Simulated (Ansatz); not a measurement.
## ZrO₂: excitons and shallow donors from band masses and screening

All numbers below come from Ansatz 0.2.0, DFT PBE, scalar-relativistic, plane waves, PAW.

Plane waves to 420 eV, a k mesh through Γ of 8×8×8 on the computed 3-atom cell and Gaussian smearing (0.02 eV); no spin polarisation.

Relaxed cell: Fm-3m, a = 5.116 Å, b = 5.116 Å, c = 5.116 Å, α = 90.00°, β = 90.00°, γ = 90.00°, 3 atoms in the primitive cell. This fluorite-type form isn't the usual stable structure of the compound.

The calculation gives a Kohn–Sham gap of 3.32 eV, an electron mass of 0.815 mₑ and a hole mass of 0.71 mₑ (harmonic means over x, y, z and over the bands degenerate at each edge), and ε∞ = 5.94 (independent particles, mean of the diagonal). The masses depend on direction at the band edges, which the isotropic model averages.

Task: Estimate the binding energy and radius of a Wannier–Mott exciton and of a shallow donor, and say whether the hydrogenic model can hold.

Result: The reduced mass is μ = mₙmₕ/(mₙ + mₕ) = 0.38 mₑ, with mₙ and mₕ the band masses. With E_b = 13.606 eV × μ/ε² and a = 0.529 Å × ε/μ (μ in mₑ) the exciton has E_b = 146 meV and a = 8.3 Å. For a donor μ is the electron mass: 315 meV and 3.9 Å. The radius isn't large against the shortest lattice vector (3.62 Å), so the continuum picture is doubtful and the numbers are only a scale. In a polar crystal the ions screen too, so a state bound more weakly than an optical phonon feels the larger static constant, which lowers the energy and widens the orbit. The other way, the small Kohn–Sham gap and the missing local fields make ε∞ too large and the masses tend to be too light, which underbinds. The edges lie at different points of the zone, so the exciton is indirect.